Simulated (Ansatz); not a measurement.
The calculation used DFT, RPBE, plane waves (420 eV) with PAW, scalar-relativistic (Ansatz 0.2.0). (PAW data from PBE, frozen cores regenerated.)

An element in the hcp structure gives this curve. The cell is scaled uniformly from the relaxed one, with fractional coordinates and shape fixed. Energies are extrapolated to zero smearing, pressures are those at the given smearing. Magnetic state: spin not included.

```
V (Å³/atom)  E − E₀ (meV/atom)  P (GPa)
     24.671               90.3     9.55
     25.793               37.9     5.72
     26.914                9.3     2.65
     28.036                0.0     0.19
     29.157                6.2    -1.80
     30.279               24.9    -3.39
     31.400               53.5    -4.67
```

Which element is it?
A. antimony
B. cadmium
C. lutetium
D. magnesium

A. Its fit is V₀ = 28.11 Å³/atom, B₀ = 54 GPa, B₀′ = 4.4.
